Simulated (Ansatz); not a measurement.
Bi:

```
CELL_PARAMETERS angstrom
2.24439 1.26478 3.87548
-2.30965 1.24726 3.91887
-0.04779 -2.67854 3.95252
ATOMIC_POSITIONS crystal
Bi 0.76600 0.76600 0.76600
Bi 0.23400 0.23400 0.23400
```

The cell isn't the ideal one: cell strained at random at fixed volume.

```yaml
Program: Ansatz 0.2.0
Task: relaxation of the atoms
Functional: PBE
Dispersion: D3(BJ)
Potentials_or_basis: all-electron LAPW, point nuclei
Basis_error_allowed: 0.001 eV/atom
k_mesh: 5 × 5 × 5
Occupations: methfessel-paxton, width 0.05 eV
Spin: spin-orbit coupling, no magnetisation
```

At the start: volume 35.07 Å³/atom.

Q: Where does the relaxation end?

A: Over 4 steps the energy falls by 7.4 meV/atom; space group P-1 (No. 2, to 0.05 Å).

Step by step:
```csv
step,energy change (eV),largest force (eV/Å)
1,0.0000,0.2393
2,-0.0114,0.0974
3,-0.0146,0.0404
4,-0.0149,0.0124
```

Final structure:
```
Bi
1.0
     2.24439    1.26478    3.87548
    -2.30965    1.24726    3.91887
    -0.04779   -2.67854    3.95252
Bi
2
Cartesian
  -0.1291 -0.1791 8.9663
  0.0161 0.0126 2.7806
```
